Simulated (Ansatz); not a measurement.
Here is an Ansatz 0.2.0 calculation.

input.yaml

```yaml
crystal:
  lattice:
    - [3.27188478, 0.0, 0.0]
    - [0.0, 3.27188478, 0.0]
    - [0.0, 0.0, 3.27188478]
  atoms:
    - { symbol: In, position: [-0.006769, 0.000321, 0.008376] }
    - { symbol: Pd, position: [0.489101, 0.506878, 0.491849] }
kpoints:
  mp_grid: { grid: [8, 8, 8] }
scf:
  occupations: { method: fermi_dirac, width: 0.05 }
hamiltonian:
  xc: pbesol
  pseudopotentials: { kind: all_electron, lapw: { basis_error: 0.001 } }
output:
  forces: true
  stress: true
  eigenvalues: true
  populations: true
```

Potentials or basis: all-electron LAPW, scalar-relativistic.

Run with:

```sh
$ ansatz run input.yaml --threads 1 --pin off --max-ram 3072MiB --backend cpu --events-out ev --progress --plain --runs-dir out
```

Question: Estimate the pressure.

Answer: -2.8 GPa.

Question: What does it give for the largest force?

Answer: 0.223 eV/Å.

Question: Estimate the band gap on the k mesh.

Answer: None (metal or under the smearing width).

Stress tensor (GPa, compression positive):
```
-2.77 -0.03  0.07
-0.03 -2.78 -0.11
 0.07 -0.11 -2.87
```
